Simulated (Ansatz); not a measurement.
**Compressing C**

Level of theory: Ansatz, DFT PBEsol, scalar-relativistic, plane waves, PAW. Run with 420 eV cutoff, 18×18×18 k-mesh, Gaussian smearing of 0.01 eV, no spin polarisation.

Starting point, cell and atoms relaxed:

```
CELL_PARAMETERS angstrom
1.22940 0.70979 7.70072
-1.22940 0.70979 7.70072
0.00000 -1.41959 7.70072
ATOMIC_POSITIONS crystal
C 0.92097 0.92097 0.92097
C 0.25429 0.25429 0.25429
C 0.74571 0.74571 0.74571
C 0.07903 0.07903 0.07903
```

Cell and atoms are relaxed at each pressure within the symmetry of the start, at zero temperature, so transitions that lower the symmetry aren't seen. The k-mesh given is that at zero pressure and may differ at others. a, b and c are the lengths of the cell vectors above. ΔH is E + PV over the energy at zero pressure.

```
P (GPa) V (Å³/atom) V/V0  a (Å) b (Å) c (Å)  α (°)  β (°)  γ (°)  ΔH (eV/atom)
      0        10.08  1.000  7.830  7.830  7.830   18.1   18.1   18.1         0.000
      3            ?      ?      ?      ?      ?      ?      ?      ?             ?
      8         8.00  0.794  6.348  6.348  6.348   22.2   22.2   22.2         0.428
     15         7.50  0.744  6.020  6.020  6.020   23.3   23.3   23.3         0.766
     30            ?      ?      ?      ?      ?      ?      ?      ?             ?
```

Question: What stands in the row for 3 GPa?

Answer: V 8.65 Å³/atom; V/V0 0.858; a 6.793 Å; b 6.793 Å; c 6.793 Å; α 20.8 °; β 20.8 °; γ 20.8 °; ΔH 0.170 eV/atom.

Question: What stands in the row for 30 GPa?

Answer: V 6.84 Å³/atom; V/V0 0.679; a 5.605 Å; b 5.605 Å; c 5.605 Å; α 24.9 °; β 24.9 °; γ 24.9 °; ΔH 1.434 eV/atom.